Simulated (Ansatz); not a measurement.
Runs of Ansatz 0.2.0 on MgS (Niningerite). Symmetry: Fm-3m, No. 225, cubic system. The conventional cell has a = 5.203 Å, b = 5.203 Å, c = 5.203 Å, α = 90.00°, β = 90.00°, γ = 90.00°. S (site symmetry m-3m) has 6 Mg at 2.60 Å as nearest neighbours. Around Mg (site symmetry m-3m) lie 6 S at 2.60 Å. 

```tsv
task	level	cutoff (eV)	points for each segment of the path	gap on the mesh (eV)	pressure (GPa)	V0 of scaled cells (Å³/atom)	B0 (GPa)
equation of state	PBEsol	420	-	-	-	(a)	78
band structure	r2SCAN	500	14	3.59	0.0	-	-
band structure	LDA	420	14	2.69	(b)	-	-
equation of state	r2SCAN	500	-	-	-	17.61	(c)
```

Alike in all rows: potentials or basis Ansatz PAW; no spin polarisation; cell as given; k mesh 9 × 9 × 9; smearing fermi-dirac 0.05 eV.

Question: Fill in the values left out.

Answer: (a) 17.39; (b) -3.3; (c) 80.

Caveats: the k mesh misses the band edges, so the gap on the mesh is wider than the one along the path (some runs); the PAW data sets come from PBE, with cores solved anew for the run's functional, which leaves a small shift of forces and pressure (some runs); the PAW data sets were made with another functional, which shifts forces and pressure a little (some runs).

Runs at the PBE level aren't shown here.
